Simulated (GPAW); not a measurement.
Runs of GPAW 26.7.0 on BN. Symmetry: F-43m, No. 216, cubic system. The conventional cell has a = 3.626 Å, b = 3.626 Å, c = 3.626 Å, α = 90.00°, β = 90.00°, γ = 90.00°. N (site symmetry -43m) is surrounded by 4 B at 1.57 Å. B (site symmetry -43m) has 4 N at 1.57 Å as nearest neighbours. The cell is a database's computed one.

| task | level | potentials or basis | cutoff (eV) | smearing | maxiter | eigensolver | band path | band points | response ecut | gap on the mesh (eV) | pressure (GPa) | V0 of scaled cells (Å³/atom) | B0 (GPa) |
| --- | --- | --- | --- | --- | --- | --- | --- | --- | --- | --- | --- | --- | --- |
| equation of state | AM05 | PAW data sets generated in the run's folder for this functional, pw | 800 | fermi-dirac 0.05 eV | 150 | - | - | - | - | - | - | (c) | 387 |
| equation of state | BLYP | PAW data sets generated in the run's folder for this functional, pw | 800 | fermi-dirac 0.05 eV | 150 | davidson | - | - | - | - | - | (a) | 355 |
| band structure | GLLB-SC | the program's PAW data sets (release 1.2.1) made for this functional, pw | 800 | fermi-dirac 0.05 eV | 150 | - | GXWKGLUWLK,UX | 80 | - | 6.65 | - | - | - |
| dielectric tensor | RPBE | the program's PAW data sets (release 1.2.1) made for this functional, pw | 600 | fermi-dirac 0.001 eV | 150 | - | - | - | 80 eV | (d) | - | - | - |
| band structure | LDA | JTH PAW 2.0, LDA, pw | 800 | fermi-dirac 0.05 eV | 150 | - | GXWKGLUWLK,UX | 60 | - | (b) | -14.8 | - | - |
| band structure | TASK | GPAW PAW data sets (gpaw-data 1.2.1), pw | 800 | fermi-dirac 0.05 eV | 150 | - | GXWKGLUWLK,UX | 100 | - | 5.44 | 10.8 | - | - |
| single point | LDA | the program's PAW data sets (release 1.2.1) made for this functional, pw | 600 | fermi-dirac 0.05 eV | 120 | - | - | - | - | 4.33 | -27.3 | - | - |

Alike in all rows: no spin polarisation; cell as given; k mesh 10 × 10 × 10.

Problem. Estimate the missing entries.

Solution. (a) 6.07; (b) 4.34; (c) 5.85; (d) 4.48.

Caveats: the GLLB-SC gap is the Kohn-Sham gap of the path plus the derivative discontinuity (some runs); a model potential gives levels but no total energy (some runs); the long-wavelength limit can be off by a per cent or two (some runs); the program truncates these outside data sets (some runs); the PAW data sets were made with another functional, which shifts forces and pressure a little (some runs); the cutoff is short for stress and forces, so pressures can be off by a GPa or more (some runs); so large a pressure means that the cell lies far from this level's equilibrium, or that cutoff or potentials fall short (some runs).

A k mesh can miss the band edges.

Runs at the PBE level aren't shown here.
